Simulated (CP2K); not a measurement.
Crystal: SiO2.

```
Si O
1.0
     6.84249    0.00000    0.00000
    -4.84867    4.82805    0.00000
    -0.99691   -2.41402    6.32442
Si O
4 8
Direct
  0.82311 0.82311 0.64622
  0.17689 0.82311 0.00000
  0.82311 0.17689 0.00000
  0.17689 0.17689 0.35378
  0.00000 0.79145 0.79145
  0.20855 0.00000 0.20855
  0.79145 0.00000 0.79145
  0.00000 0.20855 0.20855
  0.00000 0.00000 0.50000
  0.50000 0.00000 0.00000
  0.00000 0.50000 0.00000
  0.50000 0.50000 0.50000
```

The cell comes from a database or a generator and needn't be the stable form of this composition.

Program: CP2K 2026.2. Alike in all runs: task atomic charges; potentials or basis POTENTIAL_UZH Si GTH-PBE-q4, O GTH-PBE-q6; DZVP-MOLOPT-PBE-GTH basis; no spin polarisation; cell as given; k mesh 5 × 5 × 5; smearing fermi-dirac 0.05 eV.

Question: Order these runs on this cell by their band gap on the k mesh, lowest first.
A. level r2SCAN
B. level BEEF-vdW; cutoff of the non-local correlation (Ry) 300
C. level AM05
D. level LDA
E. level PBE

Answer: B (6.85 eV), D (7.16 eV), E (7.35 eV), C (7.50 eV), A (7.94 eV).

Caveats: an odd mesh through Γ misses points on the zone boundary, where band edges often lie; the basis of atomic orbitals isn't converged, which shifts pressures, moduli and gaps.
